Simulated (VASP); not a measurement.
# TiCo: convergence, self-consistent run

TiCo, P4mm (no. 99), 2 atoms in the cell. PBE; PAW potentials Co, Ti_sv (PBE set). VASP 6.6.1. The cell is changed on purpose: last atom moved by 0.08 Å along z, cell strained by +1.0% along z.

Wanted: energy within 2 meV/atom; forces within 0.01 eV/Å; stress within 0.2 GPa; site moments within 0.03 μB.

What the run is for: all; Accuracy asked: standard.

POSCAR:
```
TiCo
1.0
    2.9861109900      0.0000000000      0.0000000000
    0.0000000000      2.9861109900      0.0000000000
    0.0000000000      0.0000000000      3.0159720999
Co Ti
1 1
Direct
    0.5000000000      0.5000000000      0.5000000000
    0.0000000000      0.0000000000      0.0267907000
```

The series start from Plane-wave cutoff (eV): 360; Smearing width (eV): 0.1; k-point mesh: 12 × 12 × 12; Precision mode (PREC): Accurate; Electronic threshold (eV): 1e-6; Bands in all (NBANDS): 24; Aspherical gradient terms in the spheres (LASPH): yes; Highest l that the mixer handles (LMAXMIX): 4; Electronic algorithm: ALGO=Normal; Delay and inner steps: defaults; Density mixing: defaults. Each series keeps the choices made before it, and each single choice may use up half of a tolerance.

## Plane-wave cutoff (eV)

| Plane-wave cutoff (eV) | Energy less reference (meV/atom) | Forces, largest deviation (eV/Å) | Stress, largest deviation (GPa) | Site moments, largest deviation (μB) | SCF iterations | Time (s) |
|---|---|---|---|---|---|---|
| 220 | 138.4 | 0.084 | 34.01 | 0.032 | 17 | 9.3 |
| 280 | 9.7 | 0.001 | 0.84 | 0.001 | 16 | 8.4 |
| 320 | 6.6 | 0.001 | 0.17 | 0.002 | 17 | 21 |
| 360 | 6.9 | 0.002 | 0.68 | 0.001 | 17 | 18 |
| 410 | 3.6 | 0.001 | 0.61 | 0.001 | 17 | 28 |
| 480 | 0.5 | 0.000 | 0.08 | 0.000 | 17 | 33 |
| 580 | 0.3 | 0.000 | 0.02 | 0.000 | 17 | 28 |
| 720 (reference) | 0.0 | 0.000 | 0.00 | 0.000 | 17 | 48 |

Chosen: 480, the loosest value from which every tighter one stays within half of the tolerance.

## Smearing width (eV)

| Smearing width (eV) | Energy less reference (meV/atom) | Forces, largest deviation (eV/Å) | Stress, largest deviation (GPa) | Site moments, largest deviation (μB) | SCF iterations | Time (s) |
|---|---|---|---|---|---|---|
| 0.4 | -0.8 | 0.005 | 0.36 | 0.008 | 17 | 24 |
| 0.3 | -0.7 | 0.005 | 0.28 | 0.006 | 17 | 24 |
| 0.2 | -0.1 | 0.003 | 0.15 | 0.003 | 17 | 23 |
| 0.15 | -0.1 | 0.001 | 0.12 | 0.005 | 17 | 23 |
| 0.1 | 0.0 | 0.000 | 0.10 | 0.006 | 17 | 33 |
| 0.05 (reference) | 0.0 | 0.000 | 0.00 | 0.000 | 17 | 22 |

Chosen: 0.1.

## k-point mesh

| k-point mesh | Energy less reference (meV/atom) | Forces, largest deviation (eV/Å) | Stress, largest deviation (GPa) | Site moments, largest deviation (μB) | SCF iterations | Time (s) |
|---|---|---|---|---|---|---|
| 4 × 4 × 4 | -25.9 | 0.006 | 1.56 | 0.148 | 17 | 5.0 |
| 5 × 5 × 5 | -6.8 | 0.034 | 0.31 | 0.012 | 17 | 5.2 |
| 7 × 7 × 6 | -0.1 | 0.007 | 1.45 | 0.029 | 18 | 7.5 |
| 8 × 8 × 8 | 14.9 | 0.056 | 3.00 | 0.978 | 18 | 11 |
| 10 × 10 × 10 | -2.9 | 0.007 | 0.59 | 0.018 | 18 | 16 |
| 12 × 12 × 12 | 1.0 | 0.001 | 0.22 | 0.021 | 17 | 33 |
| 15 × 15 × 14 | -0.8 | 0.010 | 0.46 | 0.011 | 17 | 32 |
| 17 × 17 × 17 (reference) | 0.0 | 0.000 | 0.00 | 0.000 | 17 | 44 |

Chosen: 17 × 17 × 17; the next looser run is off by more than half of the tolerance, so convergence isn't shown beyond this value.

## Precision mode (PREC)

| Precision mode (PREC) | Energy less reference (meV/atom) | Forces, largest deviation (eV/Å) | Stress, largest deviation (GPa) | Site moments, largest deviation (μB) | SCF iterations | Time (s) |
|---|---|---|---|---|---|---|
| Low | -2.4 | 0.002 | 0.25 | 0.000 | 17 | 23 |
| SingleN | -2.4 | 0.002 | 0.25 | 0.000 | 17 | 23 |
| Normal | 0.0 | 0.000 | 0.00 | 0.000 | 17 | 24 |
| Accurate (reference) | 0.0 | 0.000 | 0.00 | 0.000 | 17 | 44 |

Chosen: Normal.

## Electronic threshold (eV)

| Electronic threshold (eV) | Energy less reference (meV/atom) | Forces, largest deviation (eV/Å) | Stress, largest deviation (GPa) | Site moments, largest deviation (μB) | SCF iterations | Time (s) |
|---|---|---|---|---|---|---|
| 0.001 | -0.2 | 0.001 | 7.76 | 0.005 | 13 | 18 |
| 0.0001 | 0.0 | 0.001 | 0.70 | 0.003 | 15 | 20 |
| 1e-5 | 0.0 | 0.000 | 0.20 | 0.001 | 16 | 22 |
| 1e-6 | 0.0 | 0.000 | 0.02 | 0.001 | 17 | 24 |
| 1e-7 | 0.0 | 0.000 | 0.04 | 0.000 | 19 | 26 |
| 1e-8 (reference) | 0.0 | 0.000 | 0.00 | 0.000 | 21 | 28 |

Chosen: 1e-6.

## Bands in all (NBANDS)

| Bands in all (NBANDS) | Energy less reference (meV/atom) | Forces, largest deviation (eV/Å) | Stress, largest deviation (GPa) | Site moments, largest deviation (μB) | SCF iterations | Time (s) |
|---|---|---|---|---|---|---|
| 15 | 0.0 | 0.000 | 0.14 | 0.000 | 17 | 16 |
| 16 | 0.0 | 0.000 | 0.10 | 0.000 | 17 | 16 |
| 18 | 0.0 | 0.000 | 0.11 | 0.000 | 17 | 18 |
| 20 | 0.0 | 0.000 | 0.11 | 0.000 | 17 | 19 |
| 24 | 0.0 | 0.000 | 0.10 | 0.000 | 17 | 24 |
| 34 (reference) | 0.0 | 0.000 | 0.00 | 0.000 | 17 | 33 |

Chosen: 24.

## Aspherical gradient terms in the spheres (LASPH)

| Aspherical gradient terms in the spheres (LASPH) | Energy less reference (meV/atom) | Forces, largest deviation (eV/Å) | Stress, largest deviation (GPa) | Site moments, largest deviation (μB) | SCF iterations | Time (s) |
|---|---|---|---|---|---|---|
| no | 13.4 | 0.012 | 0.90 | 0.133 | 18 | 22 |
| yes (reference) | 0.0 | 0.000 | 0.00 | 0.000 | 17 | 24 |

Chosen: yes; the one before it in the list is off by more than half of the tolerance.

## Highest l that the mixer handles (LMAXMIX)

| Highest l that the mixer handles (LMAXMIX) | Energy less reference (meV/atom) | Forces, largest deviation (eV/Å) | Stress, largest deviation (GPa) | Site moments, largest deviation (μB) | SCF iterations | Time (s) |
|---|---|---|---|---|---|---|
| 2 | 0.0 | 0.000 | 0.14 | 0.000 | 17 | 23 |
| 4 | 0.0 | 0.000 | 0.00 | 0.000 | 17 | 24 |
| 6 (reference) | 0.0 | 0.000 | 0.00 | 0.000 | 17 | 23 |

Chosen: 4.

## Electronic algorithm

| Electronic algorithm | Energy less reference (meV/atom) | Forces, largest deviation (eV/Å) | Stress, largest deviation (GPa) | Site moments, largest deviation (μB) | SCF iterations | Time (s) |
|---|---|---|---|---|---|---|
| ALGO=Normal | 0.0 | 0.000 | 0.00 | 0.000 | 17 | 24 |
| ALGO=Fast | 0.0 | 0.000 | 0.01 | 0.000 | 19 | 24 |
| ALGO=VeryFast | 28.6 | 0.002 | 0.28 | 0.010 | 27 | 30 |
| ALGO=All ISEARCH=1 | 0.0 | 0.000 | 0.00 | 0.000 | 28 | 33 |
| ALGO=All ISEARCH=0 | 0.0 | 0.000 | 0.00 | 0.000 | 28 | 33 |
| ALGO=Damped TIME=0.4 | no result | no result | no result | no result | 200 | 172 |
| ALGO=Damped TIME=0.1 | 0.0 | 0.000 | 0.06 | 0.004 | 65 | 60 |
| ALGO=Old Fast | 0.0 | 0.000 | 0.01 | 0.000 | 18 | 23 |

Chosen: ALGO=Normal; no other choice that stays within half of the tolerance saves 30 % of the time.

## Delay and inner steps

| Delay and inner steps | Energy less reference (meV/atom) | Forces, largest deviation (eV/Å) | Stress, largest deviation (GPa) | Site moments, largest deviation (μB) | SCF iterations | Time (s) |
|---|---|---|---|---|---|---|
| defaults | 0.0 | 0.000 | 0.00 | 0.000 | 17 | 24 |
| NELMDL=-2 | 0.0 | 0.000 | 0.09 | 0.001 | 15 | 21 |
| NELMDL=-8 | 0.0 | 0.000 | 0.01 | 0.000 | 20 | 27 |
| NELMDL=-12 | 0.0 | 0.000 | 0.01 | 0.000 | 24 | 30 |
| NRMM=2 | 0.0 | 0.000 | 0.01 | 0.000 | 17 | 20 |
| NRMM=6 | 0.0 | 0.000 | 0.01 | 0.000 | 17 | 24 |
| WEIMIN=0.001 | 0.0 | 0.000 | 0.00 | 0.000 | 17 | 24 |

Chosen: NRMM=2; it saves 3.2 s of 24, so defaults would do nearly as well.

## Density mixing

| Density mixing | Energy less reference (meV/atom) | Forces, largest deviation (eV/Å) | Stress, largest deviation (GPa) | Site moments, largest deviation (μB) | SCF iterations | Time (s) |
|---|---|---|---|---|---|---|
| defaults | 0.0 | 0.000 | 0.00 | 0.000 | 17 | 20 |
| AMIX=0.2 BMIX=0.0001 AMIX_MAG=0.8 BMIX_MAG=0.0001 | 0.0 | 0.000 | 0.39 | 0.001 | 16 | 19 |
| AMIX_MAG=0.8 | 0.0 | 0.000 | 0.02 | 0.000 | 17 | 20 |
| AMIX_MAG=0.4 BMIX_MAG=0.0001 | 0.0 | 0.000 | 0.00 | 0.001 | 17 | 20 |
| AMIX=0.1 AMIX_MAG=0.4 | 0.0 | 0.000 | 0.15 | 0.000 | 20 | 23 |
| BMIX=0.0001 | 0.0 | 0.000 | 0.08 | 0.000 | 21 | 24 |
| AMIX=0.2 | 0.0 | 0.000 | 0.03 | 0.001 | 17 | 20 |
| AMIN=0.01 | 0.0 | 0.000 | 0.00 | 0.000 | 17 | 20 |

Chosen: defaults.

## All choices together

| Input | Energy less reference (meV/atom) | Forces, largest deviation (eV/Å) | Stress, largest deviation (GPa) | Site moments, largest deviation (μB) | Time (s) |
|---|---|---|---|---|---|
| the program's defaults (naive) | 15.4 | 0.037 | 1.50 | 0.013 | 0.9 |
| chosen settings | 0.5 | 0.001 | 0.07 | 0.002 | 20 |
| reference settings throughout | 0.0 | 0.000 | 0.00 | 0.000 | 159 |

The chosen settings stay within the tolerance of the reference run, but the reference itself isn't shown to be converged in: k-point mesh.

Values of the reference run: Forces: 0, 0, 0.3812, 0, 0, -0.3812 eV/Å; Stress: -1.387, 0, 0, 0, -1.387, 0, 0, 0, -2.534 GPa; Site moments: 0.978, -0.038 μB.

## The input

INCAR:
```
ALGO     = Normal         # electronic algorithm
EDIFF    = 1E-6           # SCF threshold, eV
ENCUT    = 480            # plane-wave cutoff, eV
GGA      = PE             # functional
GGA_COMPAT= False        
ISIF     = 2              # what is computed and relaxed
ISMEAR   = 2              # smearing method
ISPIN    = 2              # spin polarisation
KPAR     = 4            
LASPH    = True           # aspherical terms in the spheres
LCHARG   = False          # write CHGCAR
LMAXMIX  = 4              # l up to which the mixer works
LORBIT   = 11             # projections on sites
LREAL    = False          # projectors in reciprocal space
LWAVE    = False          # write WAVECAR
MAGMOM   = 2 1            # initial moments
NBANDS   = 24             # bands
NELM     = 200            # most SCF steps
NRMM     = 2            
PREC     = Normal         # precision mode
SIGMA    = 0.1            # smearing width, eV
```

KPOINTS:
```
Automatic mesh
0
Gamma
  17 17 17
  0 0 0
```

Commands:
```
cat potpaw_PBE.64/Co/POTCAR potpaw_PBE.64/Ti_sv/POTCAR > POTCAR
mpirun -np 4 vasp_std > vasp.out
```

Limits: The moments start parallel; another order may lie lower.

The chosen input took VASP 6.6.1 20 s on 4 cores (Intel Xeon 6975P-C (Granite Rapids)), a shared host.

## An input that fails: k-point groups that do not divide the ranks

VASP's message: M_divide: can not subdivide            4 nodes by           3.

Changes against the starting input:
```
- NELM = 200
- KPAR = 4
+ NELM = 95
+ KPAR = 3
```
